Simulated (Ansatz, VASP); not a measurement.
## One calculation of Si, two programs

```
Si
1.0
     0.00000    2.73988    2.73988
     2.73988    0.00000    2.73988
     2.73988    2.73988    0.00000
Si
2
Direct
  0.75000 0.75000 0.75000
  0.50000 0.50000 0.50000
```

Change from the starting cell: volume scaled by 1.02, PAW files.

Alike in both runs: task electric field gradients; functional r2SCAN; k mesh 10 × 10 × 10; occupations fermi-dirac, width 0.02 eV; no spin polarisation.

```csv
,VASP,Ansatz
version,VASP 6.6.1,Ansatz 0.2.0
potentials or method,"VASP PAW PBE potentials, release 64 (Si)","PAW with Ansatz's default frozen-core files, scalar-relativistic"
plane-wave cutoff (eV),520,500
valence electrons in the cell,8,8
```

Ansatz gave:

```
gap on the k mesh at the Fermi level (eV)                      : 0.81
pressure (GPa)                                                 : -1.8
Vzz of the field gradient on the site that differs most (V/Å²) : 0.0
```

Task: Estimate VASP's values.

Result: gap on the k mesh at the Fermi level (eV): 0.82; pressure (GPa): -2.0; Vzz of the field gradient on the site that differs most (V/Å²): 0.0.

With one functional, cell and mesh, what is left measures potentials, basis and numerics.

Caveats: the PAW data sets were made with another functional, which shifts forces and pressure a little (VASP). A k mesh can miss the band edges.
